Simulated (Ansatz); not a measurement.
**WS₂: strain energy, fitted**

WS₂, P6_3/mmc, a = 3.154 Å, c = 12.146 Å. Ansatz: PBE+D3(BJ), PAW, 420 eV, Γ-centred 12×12×4 mesh on 6 atoms, Gaussian smearing 0.02 eV; no spin polarisation. Series: strain along c alone, the other axes held, atoms relaxed; x is the strain in per cent. y is the free energy over the unstrained cell, V0 = 17.441 Å³/atom.

| x (%) | y (meV/atom) |
| --- | --- |
| -3.0 | ? |
| -2.0 | 1.53 |
| -1.0 | 0.34 |
| 0.0 | 0.00 |
| 1.0 | 0.37 |
| 2.0 | 1.31 |
| 3.0 | 2.74 |

Task: Fit y = c2 x² + c3 x³ to the other rows, turn c2 into a modulus, and predict the missing energy.

Result: Least squares on the rows shown. y = 0.3522 x² − 0.01552 x³. In eV per unit strain² c2 is 3.522; this is C33 with relaxed ions (E = ½ C33 V0 ε²): 2 × 3.522 × 160.2 / (17.441) = 65 GPa. At x = -3.0 the fit asked for gives 3.59 meV/atom. The run gave 3.73 meV/atom, so the fit is 0.14 meV/atom too low, a small miss on the scale of the series.

Spin–orbit coupling is left out, which can shift energies with elements as heavy as these.